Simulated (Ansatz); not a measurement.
PbSe in the rocksalt structure (r2SCAN geometry), in Ansatz:

```cif
data_structure
_symmetry_space_group_name_H-M 'Fm-3m'
_symmetry_Int_Tables_number 225
_cell_length_a 6.1774
_cell_length_b 6.1774
_cell_length_c 6.1774
_cell_angle_alpha 90.000
_cell_angle_beta 90.000
_cell_angle_gamma 90.000
_cell_volume 235.73
loop_
_atom_site_label
_atom_site_type_symbol
_atom_site_symmetry_multiplicity
_atom_site_Wyckoff_symbol
_atom_site_fract_x
_atom_site_fract_y
_atom_site_fract_z
_atom_site_occupancy
Pb1 Pb 4 a 0.00000 0.00000 0.00000 1
Se1 Se 4 b 0.50000 0.00000 0.00000 1
```

G0W0@PBE with 323 empty bands, a screening cutoff of 180 eV and a 6×6×6 mesh (PAW, contour deformation) gives 0.758 eV over the mesh points, from a PBE gap of 0.376 eV; it sums over 338 bands with 331 plane waves in the screening and a wave cutoff of 420 eV. G0W0 here is at a finite number of bands, screening cutoff and k mesh, not at the basis limit. The values are computed, spin-unpolarised, and not measurements.

Problem. Estimate the gap with frequency model Godby-Needs pole.

Solution. 0.641 eV (-0.117 eV), from a Kohn-Sham gap of 0.376 eV.

Problem. Estimate the gap with starting point PBE0.

Solution. 1.076 eV (+0.318 eV), from a Kohn-Sham gap of 1.342 eV.

Problem. Estimate the gap with mesh 8×8×8, empty bands 95, screening cutoff 80 eV.

Solution. 0.546 eV (-0.212 eV), from a Kohn-Sham gap of 0.375 eV.

Spin-orbit coupling is left out; in compounds of Pb, Bi, Tl or Hg it can lower a gap by up to about 1 eV, split its edges or invert the bands.

The program warns that the k mesh is coarse for exact exchange in some of these runs, so their gaps aren't converged.
